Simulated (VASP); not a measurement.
# MgI₂: convergence, excitons with model screening

MgI₂, P-3m1 (no. 164), 3 atoms in the cell. PBE, BSE with a model dielectric function; PAW potentials I_GW, Mg_GW (PBE set). VASP 6.6.1.

Wanted: eps static mean within 1 %; spectrum broadened by 0.3 eV (imaginary part of ε) within 12 %.

k mesh of the G0W0 step: 4 × 4 × 2; Optimised for: spectrum.

POSCAR:
```
MgI2
1.0
    4.1400000000      0.0000000000      0.0000000000
   -2.0700000000      3.5853451717      0.0000000000
    0.0000000000      0.0000000000      6.8800000000
I Mg
2 1
Direct
    0.6666666667      0.3333333333      0.7500000000
    0.3333333333      0.6666666667      0.2500000000
    0.0000000000      0.0000000000      0.0000000000
```

The series start from Solver (IBSE): 3; Solver precision: High; Conduction bands in the pairs: 4; Valence bands in the pairs: 3; Largest pair energy, which also ends the spectrum (eV): 25; k mesh: 4 × 4 × 4. Each series keeps the choices made before it, and each single choice may use up half of a tolerance. Times cover all steps of a run.

## Solver (IBSE)

| Solver (IBSE) | Eps static mean | Spectrum broadened by 0.3 eV (imaginary part of ε), largest deviation against the largest value | Time (s) |
|---|---|---|---|
| 3 | 3.514 | 0 % | 63 |
| 2 | 3.514 | 0 % | 63 |
| 1 | 3.509 | 0.044 % | 66 |

Chosen: 3; no other choice that stays within half of the tolerance saves 30 % of the time.

## Solver precision

| Solver precision | Eps static mean | Spectrum broadened by 0.3 eV (imaginary part of ε), largest deviation against the largest value | Time (s) |
|---|---|---|---|
| Low | 3.514 | 0 % | 62 |
| Medium | 3.514 | 0 % | 63 |
| High (reference) | 3.514 | 0 % | 63 |

Chosen: Low, the loosest value from which every tighter one stays within half of the tolerance.

## Conduction bands in the pairs

| Conduction bands in the pairs | Eps static mean | Spectrum broadened by 0.3 eV (imaginary part of ε), largest deviation against the largest value | Time (s) |
|---|---|---|---|
| 1 | 2.024 | 67 % | 62 |
| 2 | 2.907 | 51 % | 62 |
| 4 | 3.514 | 25 % | 62 |
| 6 | 3.758 | 15 % | 63 |
| 8 (reference) | 3.905 | 0 % | 65 |

Chosen: 8; the next looser run is off by more than half of the tolerance, so convergence isn't shown beyond this value.

## Valence bands in the pairs

| Valence bands in the pairs | Eps static mean | Spectrum broadened by 0.3 eV (imaginary part of ε), largest deviation against the largest value | Time (s) |
|---|---|---|---|
| 1 | 2.126 | 81 % | 63 |
| 2 | 3.027 | 59 % | 64 |
| 3 | 3.905 | 18 % | 65 |
| 4 | 4.316 | 9.6 % | 66 |
| 6 (reference) | 4.557 | 0 % | 67 |

Chosen: 6; the next looser run is off by more than half of the tolerance, so convergence isn't shown beyond this value.

## Largest pair energy, which also ends the spectrum (eV)

| Largest pair energy, which also ends the spectrum (eV) | Eps static mean | Spectrum broadened by 0.3 eV (imaginary part of ε), largest deviation against the largest value | Time (s) |
|---|---|---|---|
| 6 | 1.249 | 94 % | 62 |
| 9 | 3.756 | 56 % | 66 |
| 13 | 4.532 | 0.53 % | 67 |
| 18 | 4.557 | 0 % | 68 |
| 25 (reference) | 4.557 | 0 % | 67 |

Chosen: 18.

## k mesh

| k mesh | Eps static mean | Spectrum broadened by 0.3 eV (imaginary part of ε), largest deviation against the largest value | Time (s) |
|---|---|---|---|
| 4 × 4 × 2 | 4.586 | 24 % | 62 |
| 4 × 4 × 4 | 4.557 | 24 % | 68 |
| 6 × 6 × 4 | 4.316 | 6.1 % | 96 |
| 8 × 8 × 4 (reference) | 4.282 | 0 % | 186 |

Chosen: 8 × 8 × 4; the next looser run is off by more than half of the tolerance, so convergence isn't shown beyond this value.

## All choices together

| Input | Eps static mean | Spectrum broadened by 0.3 eV (imaginary part of ε), largest deviation against the largest value | Time (s) |
|---|---|---|---|
| chosen settings | 4.282 | 0 % | 186 |
| reference settings throughout | 4.282 | 0 % | 191 |

The chosen settings stay within the tolerance of the reference run, but the reference itself isn't shown to be converged in: Conduction bands in the pairs, Valence bands in the pairs, k mesh.

## The input

INCAR.step1:
```
SYSTEM = MgI2
EDIFF = 1E-8 ; ENCUT = 200
ISMEAR = 0 ; KPAR = 4
LASPH = .True. ; LCHARG = .False.
LEPSILON = .True. ; LRPA = .True.
LWAVE = .False. ; PREC = Accurate
SIGMA = 0.02
```

INCAR.step2, as INCAR.step1 but for:
```
- LEPSILON = .True.
- LRPA = .True.
- LWAVE = .False.
+ LWAVE = .True.
```

INCAR.step3, as INCAR.step2 but for:
```
- EDIFF = 1E-8
+ ALGO = Exact
+ EDIFF = 1E-7
+ ISTART = 1
+ LOPTICS = .True.
+ NBANDS = 98
+ NEDOS = 2000
+ NELM = 1
```

INCAR.step4:
```
SYSTEM = MgI2
ALGO = EVGW0 ; ENCUT = 200
ENCUTGW = 120 ; ISMEAR = 0
ISTART = 1 ; KPAR = 4
LASPH = .True. ; LCHARG = .False.
LWAVE = .True. ; NBANDS = 98
NBANDSGW = 28 ; NELMGW = 1
NOMEGA = 48 ; PREC = Accurate
PRECFOCK = Fast ; SIGMA = 0.02
```

INCAR.step5:
```
SYSTEM = MgI2
EDIFF = 1E-7 ; ENCUT = 200
ISMEAR = 0 ; KPAR = 4
LASPH = .True. ; LCHARG = .False.
LOPTICS = .True. ; LWAVE = .True.
NBANDS = 23 ; NEDOS = 2000
PREC = Accurate ; SIGMA = 0.02
```

INCAR.step6:
```
SYSTEM = MgI2
AEXX = 0.2479 ; ALGO = TDHF
ANTIRES = 0 ; BSEPREC = Low
CSHIFT = 0.15 ; EDIFF = 1E-7
ENCUT = 200 ; ENCUTGW = 120
HFSCREEN = 1.23 ; IBSE = 3
ISMEAR = 0 ; ISTART = 1
KPAR = 4 ; LADDER = .True.
LASPH = .True. ; LCHARG = .False.
LFXC = .False. ; LHARTREE = .True.
LHFCALC = .True. ; LMODELHF = .True.
LWAVE = .False. ; NBANDS = 23
NBANDSO = 6 ; NBANDSV = 8
NOMEGA = 1000 ; OMEGAMAX = 18
PREC = Accurate ; PRECFOCK = Fast
SCISSOR = 1.559 ; SIGMA = 0.02
```

KPOINTS.step1:
```
k-points
0
Gamma
  8 8 4
```

KPOINTS.step2:
```
k-points
0
Gamma
  4 4 2
```

KPOINTS.step5:
```
Automatic mesh
0
Gamma
  8 8 4
  0 0 0
```

Commands (each step's output is kept before the next begins):
```
cat potpaw_PBE.64/I_GW/POTCAR potpaw_PBE.64/Mg_GW/POTCAR > POTCAR
cp INCAR.step1 INCAR
cp KPOINTS.step1 KPOINTS
mpirun -np 4 vasp_std > vasp.out
rm WAVECAR CHG
cp INCAR.step2 INCAR
cp KPOINTS.step2 KPOINTS
mpirun -np 4 vasp_std > vasp.out
cp INCAR.step3 INCAR
mpirun -np 4 vasp_std > vasp.out
cp INCAR.step4 INCAR
mpirun -np 4 vasp_std > vasp.out
rm W*.tmp WAVECAR CHG WAVEDER
cp INCAR.step5 INCAR
cp KPOINTS.step5 KPOINTS
mpirun -np 4 vasp_std > vasp.out
cp INCAR.step6 INCAR
mpirun -np 4 vasp_std > vasp.out
```

Limits: The 8×8×4 mesh is coarse for a spectrum: peaks stand apart that a denser mesh merges; spin-orbit coupling is left out, which can matter with atoms this heavy; the scissor comes from a small G0W0 step, so absolute energies aren't converged; the pairs hold 6 valence and 8 conduction bands, and what lies beyond is missing from ε.

The chosen input took VASP 6.6.1 186 s on 4 cores (Intel Xeon Platinum 8375C @ 2.90GHz (Ice Lake)), a shared host.
